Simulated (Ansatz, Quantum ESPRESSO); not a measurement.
# H-SnSn-H chair, 1 layer: response to a perpendicular field, part 2 of 5

Wanted: polarisability and gap of H-SnSn-H chair, 1 layer against a perpendicular field.

Quantum ESPRESSO 7.5; plane-wave DFT, PBE, PseudoDojo norm-conserving pseudopotentials; geometry and cross-check by Ansatz 0.2.0 with PAW datasets.

So far: Set-up; Geometry from Ansatz.

## 3. SCF with pw.x: no field

The zero-field run is the reference. tefield and dipfield are on already, so that all runs share k-points and boundary.

Level of this step: plane-wave DFT, PBE, PseudoDojo norm-conserving pseudopotentials (Quantum ESPRESSO 7.5).

File f0.in:

```
&control
  prefix = 'f0'
  outdir = './out'
  pseudo_dir = './pseudo'
  calculation = 'scf'
  tprnfor = .true.
  tefield = .true.
  dipfield = .true.
/
&system
  ibrav = 0
  nat = 4
  ntyp = 2
  ecutwfc = 64
  ecutrho = 256
  occupations = 'smearing'
  smearing = 'fd'
  degauss = 0.004
  edir = 3
  emaxpos = 0.97
  eopreg = 0.04
  eamp = 0.0
/
&electrons
  conv_thr = 1e-09
  mixing_beta = 0.4
  electron_maxstep = 120
  mixing_mode = 'plain'
/
ATOMIC_SPECIES
  H   1.0080  H.dojo-sr-pbe-0.4.1-standard.upf
  Sn  118.7100  Sn.dojo-sr-pbe-0.4.1-standard.upf
CELL_PARAMETERS angstrom
  4.71418195605732 0.00000000000000 0.00000000000000
  -2.35709097802866 4.08260133200786 -0.00000000000000
  0.00000000000000 -0.00000000000000 21.32666666670000
ATOMIC_POSITIONS crystal
  H   0.666666666667 0.333333333333 0.399246386740
  Sn  0.666666666667 0.333333333333 0.480695209743
  Sn  0.333333333333 0.666666666667 0.519304795077
  H   0.333333333333 0.666666666667 0.600753608440
K_POINTS automatic
  6 6 1 0 0 0
```

Command:

```console
> OMP_NUM_THREADS=1 mpirun -n 4 pw.x -nk 2 -in f0.in > f0.out
```

The log of the run:

```text
Program PWSCF v.7.5 starts
[citation notice left out]

     Parallel version (MPI & OpenMP), running on       4 processor cores
     Number of MPI processes:                 4
     Threads/MPI process:                     1

     MPI processes distributed on     1 nodes
[...]
Current dimensions of program PWSCF are:
     Max number of different atomic species (ntypx) = 10
     Max number of k-points (npk) =  40000
     Max angular momentum in pseudopotentials (lmaxx) =  4
     Presently no symmetry can be used with electric field

     K-points division:     npool     =       2
     R & G space division:  proc/nbgrp/npool/nimage =       2
     Subspace diagonalization in iterative solution of the eigenvalue problem:
     a serial algorithm will be used

     Parallelization info
     --------------------
     sticks:   dense  smooth     PW     G-vecs:    dense   smooth      PW
     Min         696     696    210                95762    95762   15486
     Max         697     697    211                95783    95783   15501
     Sum        1393    1393    421               191545   191545   30987

     Using Slab Decomposition

     bravais-lattice index     =            0
     lattice parameter (alat)  =       8.9085  a.u.
     unit-cell volume          =    2769.8924 (a.u.)^3
     number of atoms/cell      =            4
     number of atomic types    =            2
     number of electrons       =        30.00
     number of Kohn-Sham states=           19
     kinetic-energy cutoff     =      64.0000  Ry
     charge density cutoff     =     256.0000  Ry
     scf convergence threshold =      1.0E-09
     mixing beta               =       0.4000
     number of iterations used =            8  plain     mixing
     Exchange-correlation= PBE
                           (   1   4   3   4   0   0   0)

     celldm(1)=   8.908513  celldm(2)=   0.000000  celldm(3)=   0.000000
     celldm(4)=   0.000000  celldm(5)=   0.000000  celldm(6)=   0.000000

     crystal axes: (cart. coord. in units of alat)
               a(1) = (   1.000000   0.000000   0.000000 )
               a(2) = (  -0.500000   0.866025  -0.000000 )
               a(3) = (   0.000000  -0.000000   4.523938 )

     reciprocal axes: (cart. coord. in units 2 pi/alat)
               b(1) = (  1.000000  0.577350  0.000000 )
               b(2) = ( -0.000000  1.154701  0.000000 )
               b(3) = ( -0.000000  0.000000  0.221046 )

     PseudoPot. # 1 for H  read from file:
     ./pseudo/H.dojo-sr-pbe-0.4.1-standard.upf
     Pseudo is Norm-conserving, Zval =  1.0
     Generated using ONCVPSP code by D. R. Hamann
     Using radial grid of 1166 points,  3 beta functions with:
                l(1) =   0
                l(2) =   0
                l(3) =   1

     PseudoPot. # 2 for Sn read from file:
     ./pseudo/Sn.dojo-sr-pbe-0.4.1-standard.upf
     Pseudo is Norm-conserving + core correction, Zval = 14.0
     Generated using ONCVPSP code by D. R. Hamann
     Using radial grid of 1628 points,  6 beta functions with:
                l(1) =   0
                l(2) =   0
                l(3) =   1
                l(4) =   1
                l(5) =   2
                l(6) =   2

     atomic species   valence    mass     pseudopotential
     H                 1.00     1.00800     H ( 1.00)
     Sn               14.00   118.71000     Sn( 1.00)

     No symmetry found

   Cartesian axes

     site n.     atom                  positions (alat units)
         1        H      tau(   1) = (   0.5000000   0.2886751   1.8061659  )
         2        Sn     tau(   2) = (   0.5000000   0.2886751   2.1746353  )
         3        Sn     tau(   3) = (  -0.0000000   0.5773503   2.3493027  )
         4        H      tau(   4) = (  -0.0000000   0.5773503   2.7177720  )

     number of k points=    20  Fermi-Dirac smearing, width (Ry)=  0.0040
                       cart. coord. in units 2pi/alat
        k(    1) = (   0.0000000   0.0000000   0.0000000), wk =   0.0555556
        k(    2) = (   0.0000000   0.1924501   0.0000000), wk =   0.1111111
        k(    3) = (   0.0000000   0.3849002   0.0000000), wk =   0.1111111
        k(    4) = (   0.0000000  -0.5773503   0.0000000), wk =   0.0555556
        k(    5) = (   0.1666667   0.0962250   0.0000000), wk =   0.1111111
        k(    6) = (   0.1666667   0.2886751   0.0000000), wk =   0.1111111
        k(    7) = (   0.1666667   0.4811252   0.0000000), wk =   0.1111111
        k(    8) = (   0.1666667  -0.4811252   0.0000000), wk =   0.1111111
        k(    9) = (   0.1666667  -0.2886751   0.0000000), wk =   0.1111111
        k(   10) = (   0.1666667  -0.0962250   0.0000000), wk =   0.1111111
[...]
k(   20) = (  -0.5000000  -0.8660254   0.0000000), wk =   0.0555556

     Dense  grid:   191545 G-vectors     FFT dimensions: (  45,  45, 216)

     Estimated max dynamical RAM per process >     120.89 MB

     Estimated total dynamical RAM >     436.80 MB

     Initial potential from superposition of free atoms

     starting charge      29.9969, renormalised to      30.0000

     negative rho (up, down):  8.348E-05 0.000E+00

     Adding external electric field

     Computed dipole along edir(3) :
        Dipole               -0.0000 Ry au,         -0.0000 Debye
        Dipole field         -0.0000 Ry au,

        Potential amp.        0.0000 Ry
        Total length         38.6895 bohr

     Starting wfcs are   20 randomized atomic wfcs

     total cpu time spent up to now is        1.9 secs

     per-process dynamical memory:    84.9 Mb

     Self-consistent Calculation

     iteration #  1     ecut=    64.00 Ry     beta= 0.40
     Davidson diagonalization with overlap
     ethr =  1.00E-02,  avg # of iterations =  3.4

     Threshold (ethr) on eigenvalues was too large:
     Diagonalizing with lowered threshold

     Davidson diagonalization with overlap
     ethr =  4.50E-04,  avg # of iterations =  1.8

     negative rho (up, down):  4.794E-05 0.000E+00

     Adding external electric field

     Computed dipole along edir(3) :
        Dipole               -0.0000 Ry au,         -0.0001 Debye
        Dipole field         -0.0000 Ry au,

        Potential amp.        0.0000 Ry
        Total length         38.6895 bohr

     total cpu time spent up to now is       10.4 secs

     total energy              =    -317.49784415 Ry
     estimated scf accuracy    <       0.14070303 Ry

     iteration #  2     ecut=    64.00 Ry     beta= 0.40
[...]
negative rho (up, down):  1.716E-05 0.000E+00

[...]
Dipole                0.0000 Ry au,          0.0000 Debye
[...]
total energy              =    -317.49748834 Ry
     estimated scf accuracy    <       0.02650952 Ry

     iteration #  3     ecut=    64.00 Ry     beta= 0.40
[...]
negative rho (up, down):  3.680E-06 0.000E+00

[...]
Dipole               -0.0001 Ry au,         -0.0003 Debye
[...]
total energy              =    -317.49886748 Ry
     estimated scf accuracy    <       0.00188245 Ry

     iteration #  4     ecut=    64.00 Ry     beta= 0.40
[...]
c_bands:  1 eigenvalues not converged
[...]
negative rho (up, down):  6.097E-07 0.000E+00

[...]
Dipole                0.0003 Ry au,          0.0007 Debye
[...]
total energy              =    -317.49907743 Ry
     estimated scf accuracy    <       0.00007425 Ry

     iteration #  5     ecut=    64.00 Ry     beta= 0.40
[...]
Dipole               -0.0004 Ry au,         -0.0010 Debye
[...]
total energy              =    -317.49908419 Ry
     estimated scf accuracy    <       0.00000943 Ry

     iteration #  6     ecut=    64.00 Ry     beta= 0.40
[...]
Dipole                0.0004 Ry au,          0.0011 Debye
[...]
total energy              =    -317.49908507 Ry
     estimated scf accuracy    <       0.00000038 Ry

     iteration #  7     ecut=    64.00 Ry     beta= 0.40
[...]
Dipole               -0.0000 Ry au,         -0.0001 Debye
[...]
total energy              =    -317.49908517 Ry
     estimated scf accuracy    <       0.00000016 Ry

     iteration #  8     ecut=    64.00 Ry     beta= 0.40
[...]
Dipole                0.0000 Ry au,          0.0000 Debye
[...]
total energy              =    -317.49908521 Ry
     estimated scf accuracy    <       0.00000002 Ry

     iteration #  9     ecut=    64.00 Ry     beta= 0.40
[...]
Dipole                0.0000 Ry au,          0.0000 Debye
[...]
total energy              =    -317.49908521 Ry
     estimated scf accuracy    <          6.2E-09 Ry

     iteration # 10     ecut=    64.00 Ry     beta= 0.40
[...]
Dipole                0.0000 Ry au,          0.0000 Debye
[...]
End of self-consistent calculation

          k = 0.0000 0.0000 0.0000 ( 23971 PWs)   bands (ev):

   -23.8696 -23.8696 -23.7767 -23.7767 -23.7720 -23.6934 -23.5626 -23.5626
   -23.5315 -23.5315 -12.0014  -8.1030  -4.9501  -2.8047  -2.8047  -2.3656
     0.6307   0.6307   0.7997

          k = 0.0000 0.1925 0.0000 ( 24007 PWs)   bands (ev):

   -23.8852 -23.8803 -23.7880 -23.7552 -23.7544 -23.6811 -23.5831 -23.5811
   -23.5212 -23.5142 -11.7877  -8.2075  -4.9971  -4.4564  -3.2020  -1.0231
     0.6768   0.9287   1.3545

          k = 0.0000 0.3849 0.0000 ( 23928 PWs)   bands (ev):

   -23.9053 -23.8868 -23.8126 -23.7448 -23.7239 -23.6438 -23.6056 -23.5929
   -23.5254 -23.4965 -11.1917  -8.7423  -5.5343  -5.1039  -3.7654  -1.0941
     0.9040   1.3133   2.4730

          k = 0.0000-0.5774 0.0000 ( 23956 PWs)   bands (ev):

   -23.9128 -23.8833 -23.8292 -23.7465 -23.7119 -23.6247 -23.6133 -23.5807
   -23.5423 -23.4905 -10.6355  -9.3681  -5.7354  -5.2109  -3.9876  -1.1997
     0.7170   1.3066   2.7702

          k = 0.1667 0.0962 0.0000 ( 24007 PWs)   bands (ev):

   -23.8852 -23.8803 -23.7880 -23.7552 -23.7544 -23.6811 -23.5831 -23.5811
   -23.5212 -23.5142 -11.7877  -8.2075  -4.9971  -4.4564  -3.2020  -1.0231
     0.6768   0.9287   1.3545

          k = 0.1667 0.2887 0.0000 ( 23955 PWs)   bands (ev):

   -23.9102 -23.8784 -23.8054 -23.7421 -23.7229 -23.6672 -23.5991 -23.5928
   -23.5289 -23.4923 -11.3774  -8.5354  -5.2400  -5.1039  -3.9865  -0.0193
     0.5674   1.0262   1.9924

[...]
the Fermi energy is    -2.5659 ev

!    total energy              =    -317.49908521 Ry
     estimated scf accuracy    <          2.1E-10 Ry
     smearing contrib. (-TS)   =      -0.00005521 Ry
     internal energy E=F+TS    =    -317.49903001 Ry

     The total energy is F=E-TS. E is the sum of the following terms:
     one-electron contribution =    -967.99945598 Ry
     hartree contribution      =     490.03489491 Ry
     xc contribution           =     -89.46620687 Ry
     ewald contribution        =     249.93173794 Ry
     electric field correction =       0.00000000 Ry

     convergence has been achieved in  10 iterations

     Forces acting on atoms (cartesian axes, Ry/au):

     atom    1 type  1   force =    -0.00000029   -0.00000019   -0.00101653
     atom    2 type  2   force =    -0.00000078   -0.00000046    0.00079897
     atom    3 type  2   force =     0.00000137    0.00000080   -0.00079398
     atom    4 type  1   force =    -0.00000029   -0.00000016    0.00101153

     Total force =     0.001824     Total SCF correction =     0.000025

[...]
=------------------------------------------------------------------------------=
   JOB DONE.
=------------------------------------------------------------------------------=
[key lines of the parts left out:]
Dipole field          0.0000 Ry au,
```

Run time: 49 s. Hardware: 4 MPI ranks of Arm Neoverse V1, shared host; peak memory 0.6 GiB; 3.3 min of CPU time.

Read from the output:

```
free energy                          : -4319.7951 eV
energy at zero smearing              : -4319.7947 eV
Fermi energy                         : -2.566 eV
dipole along the normal              : 0 e·Å
valence top, on the run's zero       : -2.805 eV
conduction bottom, on the run's zero : -2.366 eV
gap by band count                    : 0.4391 eV
```

The program's own clock; routines nest. Time by routine:

```csv
routine,wall time (s),calls
PWSCF,48.81,1
electrons,46.37,1
c_bands,38.49,11
cegterg,35.9,110
h_psi,32.62,438
fftw,32.54,12298
vloc_psi,29.5,438
sum_band,6.7,11
init_run,1.84,1
calbec,1.65,478
wfcinit,1.52,1
add_vuspsi,1.5,438
h_psi:calbec,1.47,438
v_of_rho,1.08,11
```

The run needed 10 iterations to bring the estimated error under 1e-09 Ry; the largest force on any atom, held or free, is 0.03 eV/Å.

## 4. Potential by pp.x

The vacuum level is read from the electrostatic potential (plot_num = 11), averaged over planes.

File f0.pot.in:

```
&inputpp
  prefix = 'f0'
  outdir = './out'
  filplot = 'f0.pot.dat'
  plot_num = 11
/
```

Command:

```console
> OMP_NUM_THREADS=1 mpirun -n 4 pp.x -in f0.pot.in > f0.pot.out
```

Run time: 1.1 s. Hardware: 4 MPI ranks; peak memory 0.09 GiB; 3.6 s of CPU time.

Read from the output:

| Item | Value |
| --- | --- |
| slope of the potential above | 7.72e-6 eV/Å |
| upper vacuum line continued to the top atoms, over the valence top | 4.986 eV |
| slope of the potential below | -7.64e-6 eV/Å |
| lower vacuum line continued to the bottom atoms, over the valence top | 4.986 eV |
| vacuum level at the upper face over the valence top of the mesh | 4.986 eV |
| vacuum level at the lower face over the valence top of the mesh | 4.986 eV |

The vacuum is flat to 0.1 meV/Å, so its level is well defined. Inside the slab the curve depends on the local part of the pseudopotentials; only the vacuum level has a meaning of its own.

(Part 2 of 5 ends here.)

[Logs are printed without paths, hosts, clocks, repeated set-up lines and the standing remarks that a program may print on its own settings, such as how far it seeks lower states.]

[Hosts, paths, dates, database ids (printed as entryN), source tags and the programs' standing remarks are cut or masked in the printed files.]

[Maps of the electrostatic potential energy from Ansatz leave out the sawtooth potential of an applied field or a dipole correction, so their vacuum need not be flat; planar profiles and work functions include it.]
